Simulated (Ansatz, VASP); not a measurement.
This is a calculation of WS2 for Ansatz 0.2.0. Measurements of this composition are mostly on another form, of space group No. 194.

input.yaml

```yaml
crystal:
  lattice:
    - [0.0, 3.00793522, 3.00793522]
    - [3.00793522, 0.0, 3.00793522]
    - [3.00793522, 3.00793522, 0.0]
  atoms:
    - { symbol: W, position: [0.0, 0.0, 0.0], spin: 0.5 }
    - { symbol: S, position: [0.25, 0.25, 0.25] }
    - { symbol: S, position: [0.75, 0.75, 0.75] }
hamiltonian:
  xc: pbesol
  pseudopotentials: { kind: paw }
magnetization:
  spin_polarized: true
kpoints:
  mp_grid: { grid: [6, 6, 6] }
scf:
  occupations: { method: gaussian, width: 0.05 }
output:
  forces: true
  stress: true
  eigenvalues: true
```

Potentials or basis: Ansatz PAW.

The run is started by

```console
$ ansatz run input.yaml --threads 2 --pin off --max-ram 5632MiB --backend cpu --events-out ev --progress --plain --runs-dir out
```

Task: Translate it to VASP 6.6.1. Potentials or basis there: PBE PAW files S, W_sv, 520 eV.

Result: As run (cutoffs and basis follow the program's own potentials, and thresholds, step limits or extra output files can differ):

File INCAR:

```
ALGO = Fast ; EDIFF = 1E-6
ENCUT = 520 ; GGA = PS
ISIF = 2 ; ISMEAR = 0
ISPIN = 2 ; LASPH = True
LCHARG = False ; LMAXMIX = 4
LORBIT = 11 ; LREAL = False
LWAVE = False ; MAGMOM = 0.5 0 0
NELM = 80 ; PREC = Accurate
SIGMA = 0.05
```

KPOINTS

```
k-points
0
Gamma
  6 6 6
```

File POSCAR:

```
WS2
1.0
    0.0000000000      3.0079352200      3.0079352200
    3.0079352200      0.0000000000      3.0079352200
    3.0079352200      3.0079352200      0.0000000000
W S
1 2
Direct
    0.0000000000      0.0000000000      0.0000000000
    0.2500000000      0.2500000000      0.2500000000
    0.7500000000      0.7500000000      0.7500000000
```

Potentials or basis: VASP PAW PBE potentials, release 64 (W_sv, S).

Launch:

```console
$ cat potpaw_PBE.64/W_sv/POTCAR potpaw_PBE.64/S/POTCAR > POTCAR
$ mpirun -np 1 vasp_std > vasp.out
```

Both were run:

|  | Ansatz | VASP |
| --- | --- | --- |
| Pressure | -10.9 GPa | -10.7 GPa |
| Net moment | 1.75 μB per cell | 1.75 μB per cell |

Ansatz's pressure holds a Pulay term of +0.02 GPa for its cutoff of 420 eV, which the other run lacks.

Ansatz's potentials were made for PBE. VASP's potentials were made for PBE.

Where Ansatz's input types no cutoff or centring, it takes its own default and a Γ-centred mesh.

The magnetic state is the one that the start led to; the real crystal's order can differ.

The cell lies far from this level's equilibrium.

Pressure is positive in compression.
